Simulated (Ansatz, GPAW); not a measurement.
CdSe: PBE in single-zeta orbitals, run from Python

These are simulated results from GPAW 26.7.0, not measurements. The cell was built from a prototype and was relaxed with r2SCAN in plane waves (Ansatz 0.2.0). Not every such cell is a known phase. All runs are without spin polarisation.

It is hexagonal, P6_3/mmc (No. 194); a = 4.019 Å, c = 6.659 Å in the conventional setting, 23.29 Å³ an atom. Around Cd lie 6 Se at 2.86 Å; around Se lie 6 Cd at 2.86 Å.

The basis is minimal: single zeta, one radial function for each shell that the log's basis lists. It describes the filled bands fairly and the empty ones poorly.

run.py reads:

```python
import json
from ase import Atoms
from gpaw import GPAW, PW, FermiDirac

atoms = Atoms(['Cd', 'Cd', 'Se', 'Se'],
              cell=[[4.01935, -0.0, 0.0], [-2.009675, 3.48086, -0.0], [0.0, 0.0, 6.65873]],
              scaled_positions=[[0.0, 0.0, -0.0], [-0.0, 0.0, 0.5], [0.333333, 0.666667, 0.25], [0.666667, 0.333333, 0.75]],
              pbc=True)
calc = GPAW(mode='lcao', basis='sz(dzp)', h=0.2, xc='PBE', kpts={'size': (6, 6, 4), 'gamma': True},
            occupations=FermiDirac(0.02), maxiter=100, legacy_gpaw=True, txt='gpaw.txt')
atoms.calc = calc
res = {'energy': atoms.get_potential_energy(force_consistent=True)}
res['electrons'] = calc.get_number_of_electrons()
res['k'] = calc.get_ibz_k_points().tolist()
res['levels'] = [calc.get_eigenvalues(kpt=i).tolist() for i in range(len(res['k']))]
points = [[0.0, 0.0, 0.0], [0.5, 0.0, 0.0], [0.333333, 0.333333, 0.0], [0.0, 0.0, 0.5], [0.5, 0.0, 0.5], [0.333333, 0.333333, 0.5], [0.0, 0.166667, 0.0]]
bands = calc.fixed_density(kpts=points, symmetry='off', txt='bands.txt')
res['points'] = [bands.get_eigenvalues(kpt=i).tolist() for i in range(len(points))]
json.dump(res, open('results.json', 'w'))
print('free energy (eV):', round(res['energy'], 5))
```

Command: `python run.py`. It took 39 s on 1 thread of Arm Neoverse V2, with other jobs on the host, peak memory 0.18 GiB.

The log gpaw.txt, trimmed of paths, versions and times, then the last line on the terminal. An iter line gives the energy in eV and the logarithms of the changes of orbitals (plane waves alone) and density (c: converged):

```
___ ___ ___ _ _ _
 |   |   |_  | | | |

 | | | | | . | | | |

 |__ |  _|___|_____|  26.7.0
 |___|_|

Input parameters:
  basis: sz(dzp)
  h: 0.2
  kpts: {gamma: True,
         size: (6, 6, 4)}
  maxiter: 100
  mode: lcao
  occupations: {fixmagmom: False,
                name: fermi-dirac,
                width: 0.02}
  xc: PBE

System changes: positions, numbers, cell, pbc, initial_charges, initial_magmoms

Initialize ...

species:
  Cd:
    name:    Cadmium
    Z:       48.0
    valence: 12
    core:    36
    charge:  0.0  # [|e|]
    compensation charges:
      type: gauss
      rc: 0.38  # [Å]
      lmax: 2
    cutoffs:
      filter: 2.12  # [Å]
      core: 2.62  # [Å]
    projectors
    | kind |    occ | energy [eV] | rcut [Å] |

    |------|--------|-------------|----------|

    |   5s |  2.000 |      -5.655 |    1.191 |

    |   5p |  0.000 |      -1.186 |    1.228 |

    |   4d | 10.000 |     -11.739 |    1.164 |

    |    s |        |      21.556 |    1.191 |

    |    p |        |      26.026 |    1.228 |

    |    d |        |      15.473 |    1.164 |

    LCAO basis set for Cd:
      Name: sz(dzp)
      Number of radial functions: 3
      Number of spherical harmonics: 9
        l=0, rc=8.5781 Bohr: 5s-sz confined orbital
        l=1, rc=12.6406 Bohr: 5p-sz confined orbital
        l=2, rc=4.9062 Bohr: 4d-sz confined orbital
      Number of RI-basis functions 0

  Se:
    name:    Selenium
    Z:       34.0
    valence: 6
    core:    28
    charge:  0.0  # [|e|]
    compensation charges:
      type: gauss
      rc: 0.27  # [Å]
      lmax: 2
    cutoffs:
      filter: 1.77  # [Å]
      core: 2.67  # [Å]
    projectors
    | kind |    occ | energy [eV] | rcut [Å] |

    |------|--------|-------------|----------|

    |   4s |  2.000 |     -17.277 |    0.847 |

    |   4p |  4.000 |      -6.512 |    1.005 |

    |    s |        |       9.935 |    0.847 |

    |    p |        |      20.699 |    1.005 |

    |    d |        |       0.000 |    0.847 |

    LCAO basis set for Se:
      Name: sz(dzp)
      Number of radial functions: 2
      Number of spherical harmonics: 4
        l=0, rc=5.7344 Bohr: 4s-sz confined orbital
        l=1, rc=7.2656 Bohr: 4p-sz confined orbital
      Number of RI-basis functions 0

Reference energy: -436553.300934  # eV

Spin-paired calculation

Convergence criteria:
 Maximum [total energy] change in last 3 cyles: 0.0005 eV / valence electron
 Maximum integral of absolute [dens]ity change: 0.0001 electrons / valence electron
 Maximum integral of absolute [eigenst]ate change: 4e-08 eV^2 / valence electron
 Maximum number of scf [iter]ations: 100
 (Square brackets indicate name in SCF output, whereas a 'c' in
 the SCF output indicates the quantity has converged.)

Symmetries present (total): 2

  ( 1  0  0)  (-1  0  0)
  ( 0  1  0)  ( 0 -1  0)
  ( 0  0  1)  ( 0  0 -1)

144 k-points: 6 x 6 x 4 Monkhorst-Pack grid + [1/12,1/12,1/8]
76 k-points in the irreducible part of the Brillouin zone
       k-points in crystal coordinates                weights
   0:     0.00000000    0.00000000    0.00000000          1/144
   1:     0.00000000    0.00000000    0.25000000          2/144
   2:     0.00000000    0.00000000    0.50000000          1/144
   3:     0.00000000    0.16666667   -0.25000000          2/144
   4:     0.00000000    0.16666667    0.00000000          2/144
   5:     0.00000000    0.16666667    0.25000000          2/144
   6:     0.00000000    0.16666667    0.50000000          2/144
   7:     0.00000000    0.33333333   -0.25000000          2/144
   8:     0.00000000    0.33333333    0.00000000          2/144
   9:     0.00000000    0.33333333    0.25000000          2/144
          ...
  75:     0.50000000    0.50000000    0.50000000          1/144

Wave functions: LCAO
  Diagonalizer: Serial LAPACK
  Atomic Correction: dense with blas
  Data-type: complex

Occupation numbers: Fermi-Dirac:
  width: 0.0200  # eV

Eigensolver
   LCAO using direct dense diagonalizer

Densities:
  Coarse grid: 16*16*32 grid
  Fine grid: 32*32*64 grid
  Total Charge: 0.000000

Density mixing:
  Method: separate
  Backend: msr1
  Linear mixing parameter: 0.05
  old densities: 10
  Width of damping distribution: 1.1
  Damping of long wavelength oscillations: 20

Hamiltonian:
  XC and Coulomb potentials evaluated on a 32*32*64 grid
  Using the PBE Exchange-Correlation functional
  Interpolation: tri-quintic (5. degree polynomial)
  Poisson solver: FastPoissonSolver using
    Stencil: 8*3+1=25 point O(h^6) finite-difference Laplacian
    FFT axes: [np.int64(0), np.int64(1), np.int64(2)]
    FST axes: []

XC parameters: PBE with 2 nearest neighbor stencil

Memory estimate:
  Process memory now: 115.48 MiB
  Calculator: 23.76 MiB
    Density: 12.36 MiB
      Arrays: 1.62 MiB
      Localized functions: 9.49 MiB
      Mixer: 1.25 MiB
    Hamiltonian: 1.74 MiB
      Arrays: 1.06 MiB
      XC: 0.00 MiB
      Poisson: 0.00 MiB
      vbar: 0.68 MiB
    Wavefunctions: 9.65 MiB
      C [qnM]: 0.78 MiB
      S, T [2 x qmm]: 1.57 MiB
      P [aqMi]: 0.12 MiB
      BasisFunctions: 7.18 MiB
      Eigensolver: 0.00 MiB

Total number of cores used: 1

Number of atoms: 4
Number of atomic orbitals: 26
Number of bands in calculation: 26
Number of valence electrons: 36
Bands to converge: occupied
Positions:
   0 Cd     0.000000    0.000000    0.000000    ( 0.0000,  0.0000,  0.0000)
   1 Cd     0.000000    0.000000    3.329365    ( 0.0000,  0.0000,  0.0000)
   2 Se    -0.000002    2.320574    1.664683    ( 0.0000,  0.0000,  0.0000)
   3 Se     2.009677    1.160286    4.994048    ( 0.0000,  0.0000,  0.0000)

Unit cell:
           periodic     x           y           z      points  spacing
  1. axis:    yes    4.019350   -0.000000    0.000000    16     0.2176
  2. axis:    yes   -2.009675    3.480860   -0.000000    16     0.2176
  3. axis:    yes    0.000000    0.000000    6.658730    32     0.2081

  Lengths:   4.019350   4.019351   6.658730
  Angles:   90.000000  90.000000 119.999994

Effective grid spacing dv^(1/3) = 0.2249

iter:   1    -8.427611        c
iter:   2    -8.375374        c -1.24
iter:   3    -8.125754        c -1.27
iter:   4    -8.119628        c -2.04
iter:   5    -8.118643c       c -2.44
iter:   6    -8.118637c       c -3.63
iter:   7    -8.118636c       c -4.10c

Converged after 7 iterations.

Energy contributions relative to reference atoms: (reference = -436553.300934)

Kinetic:        +83.218812
Potential:      -72.345525
External:        +0.000000
XC:             -19.397687
Entropy (-ST):   -0.000981
Local:           +0.406255
SIC:             +0.000000
--------------------------
Free energy:     -8.119127
Extrapolated:    -8.118636

Showing only first 2 kpts
 Kpt  Band  Eigenvalues  Occupancy
  0    16      5.75943    1.99208
  0    17      5.81039    1.90324
  0    18      5.81271    1.89202
  0    19      9.25973    0.00000

  1    16      5.71867    1.99896
  1    17      5.72099    1.99884
  1    18      7.18221    0.00000
  1    19      9.24882    0.00000

Fermi level: 5.86998

No gap
No difference between direct/indirect transitions

free energy (eV): -8.11913
```

The gap in the log is over the mesh alone; results.json adds the listed points. PBE in single-zeta orbitals gives no gap (an overlap of 0.02 eV at the points read). On the same cell, plane-wave PBE (Ansatz, 12×12×4 k points and the special points) gives no gap (an overlap of 0.03 eV at the points read) and r2SCAN a gap of 0.55 eV; on shared hosts these took about 9.8 and 28 core-seconds on the 4-atom cell, against 39 for the script. Semilocal gaps usually lie below measured ones.

Spin-orbit coupling is left out.
